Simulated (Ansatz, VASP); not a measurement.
**One calculation of HgTe, two programs**

```
CELL_PARAMETERS angstrom
0.00000 3.18000 3.18000
3.18000 0.00000 3.18000
3.18000 3.18000 0.00000
ATOMIC_POSITIONS crystal
Hg 0.00000 0.00000 0.00000
Te 0.50000 0.50000 0.50000
```

Measurements of this composition are mostly on another form, of space group No. 216.

Alike in both runs: task single point; functional PBE; k mesh 7 × 7 × 7; occupations gaussian, width 0.016 eV; no spin polarisation.

|  | VASP | Ansatz |
| --- | --- | --- |
| version | VASP 6.6.1 | Ansatz 0.2.0 |
| potentials or method | VASP PAW PBE potentials, release 64 (Hg, Te) | Ansatz PAW |
| plane-wave cutoff (eV) | 520 | 420 |
| valence electrons in the cell | 18 | 36 |

```tsv
	VASP	Ansatz	Ansatz less VASP
gap on the k mesh at the Fermi level (eV)	none	none	-
pressure (GPa)	-3.7	-3.8	-0.06
```

A gap of «none» marks a metal or a gap that the smearing closes. The two sets of potentials don't hold the same shells in valence.

The runs have no spin-orbit coupling, so splittings on Hg, Te are missing.
